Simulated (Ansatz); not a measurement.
ZnO, DFT, PBE, all-electron PAW with datasets made for the crystal, scalar-relativistic (Ansatz 0.2.0), run on 1 thread of Intel(R) Xeon(R) Platinum 8488C (Sapphire Rapids) on a shared host.

Structure: COD 9004178, as refined from experiment and not relaxed. The listed cell was then made from it by scaling, straining or moving an atom.

Command: `ansatz run input.yaml --threads 1 --pin off --max-ram 4096MiB --backend cpu --events-out ev --progress --plain --runs-dir out`

```yaml
crystal:
  lattice:
    - [3.2493987239, 0.0, 0.0]
    - [-1.6246993619, 2.8140618419, 0.0]
    - [0.0, 0.0, 5.099724]
  atoms:
    - { symbol: Zn, position: [0.3333333333, 0.6666666667, 0.0] }
    - { symbol: Zn, position: [0.6666666667, 0.3333333333, 0.5] }
    - { symbol: O, position: [0.3333333333, 0.6666666667, 0.3821] }
    - { symbol: O, position: [0.6666666667, 0.3333333333, 0.8821] }
kpoints:
  mp_grid: { grid: [11, 11, 6] }
scf:
  occupations: { method: fermi_dirac, width: 0.02 }
hamiltonian:
  xc: pbe
  pseudopotentials: { kind: all_electron, datasets: crystal }
output:
  forces: true
  stress: true
  eigenvalues: true
  efg: { contact_densities: true }
```

(1) How large is the problem that the program sets up?

(2) Estimate the wall time and the peak memory.

(3) And the same cell and mesh by PAW with the default files, asked for forces, stress, eigenvalues, efg, write_density, write_potential, elf, on the same hardware?

Answers

(1) 64 irreducible k-points, 1093 plane waves at Γ, 22 bands.

(2) 26 s of wall time for 10 SCF iterations, with a peak of 0.93 GiB. Times on shared machines scatter by tens of per cent.

(3) 6 s, peak memory 0.43 GiB.
